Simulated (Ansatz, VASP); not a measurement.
TaN: VASP beside Ansatz

Contents of POSCAR:

```
TaN
1.0
    5.2082459739      0.0000000000      0.0000000000
   -2.6041229869      4.5104734519      0.0000000000
    0.0000000000      0.0000000000      2.9176612005
Ta N
3 3
Direct
    0.0000000000      0.0000000000      0.0000000000
    0.3333333333      0.6666666667      0.5000000000
    0.6666666667      0.3333333333      0.5000000000
    0.5000000000      0.0000000000      0.0000000000
    0.5000000000      0.5000000000      0.0000000000
    0.0000000000      0.5000000000      0.0000000000
```

File INCAR.step1:

```
PREC     = Accurate       # precision mode
ENCUT    = 520            # plane-wave cutoff, eV
ISMEAR   = 0              # smearing method
SIGMA    = 0.1            # smearing width, eV
LREAL    = False          # projectors in reciprocal space
LASPH    = True           # aspherical terms in the spheres
NELM     = 60             # most SCF steps
NBANDS   = 33             # bands
GGA      = PE             # functional
ALGO     = Normal         # electronic algorithm
EDIFF    = 1E-4           # SCF threshold, eV
LWAVE    = True           # write WAVECAR
LCHARG   = False          # write CHGCAR
```

INCAR.step2

```
PREC     = Accurate       # precision mode
ENCUT    = 520            # plane-wave cutoff, eV
EDIFF    = 1E-7           # SCF threshold, eV
ISMEAR   = 0              # smearing method
SIGMA    = 0.1            # smearing width, eV
LREAL    = False          # projectors in reciprocal space
LASPH    = True           # aspherical terms in the spheres
NELM     = 60             # most SCF steps
ALGO     = Normal         # electronic algorithm
ISIF     = 2              # what is computed and relaxed
LWAVE    = False          # write WAVECAR
LCHARG   = False          # write CHGCAR
METAGGA  = R2SCAN         # meta-GGA
LMIXTAU  = True         
NBANDS   = 33             # bands
ISTART   = 1
```

Contents of KPOINTS:

```
Automatic mesh
0
Gamma
  5 5 8
```

Input for Ansatz:

```yaml
crystal:
  lattice:
    - [5.208245973866985, 0.0, 0.0]
    - [-2.6041229869334925, 4.5104734519102365, 0.0]
    - [0.0, 0.0, 2.9176612005403952]
  atoms:
    - { symbol: Ta, position: [0.0, 0.0, 0.0] }
    - { symbol: Ta, position: [0.3333333333333333, 0.6666666666666666, 0.5] }
    - { symbol: Ta, position: [0.6666666666666666, 0.3333333333333333, 0.5] }
    - { symbol: "N", position: [0.5, 0.0, 0.0] }
    - { symbol: "N", position: [0.5, 0.5, 0.0] }
    - { symbol: "N", position: [0.0, 0.5, 0.0] }
basis:
  ecutwfc: 600.0
kpoints:
  mp_grid:
    grid: [5, 5, 8]
hamiltonian:
  xc: r2scan
scf:
  occupations:
    method: gaussian
    width: 0.1
output:
  stress: true
```

Alike in both runs: task single point; functional r2SCAN; k mesh 5 × 5 × 8; occupations gaussian, width 0.1 eV; no spin polarisation.

|  | VASP | Ansatz |
| --- | --- | --- |
| version | VASP 6.6.1 | Ansatz 0.2.0 |
| potentials or method | VASP PAW PBE potentials, release 64 (Ta_pv, N) | plane waves, PAW |
| plane-wave cutoff (eV) | 520 | 600 |
| valence electrons in the cell | 48 | 54 |

```tsv
	VASP	Ansatz	Ansatz less VASP
pressure (GPa)	3.3	1.5	-1.72
largest component of the traceless stress (GPa)	1.50	1.73	+0.231
```

The two sets of potentials don't hold the same shells in valence.

Caveats: the PAW data sets were made with another functional, which shifts forces and pressure a little (VASP). Spin-orbit coupling is left out, which matters for the levels of Ta.
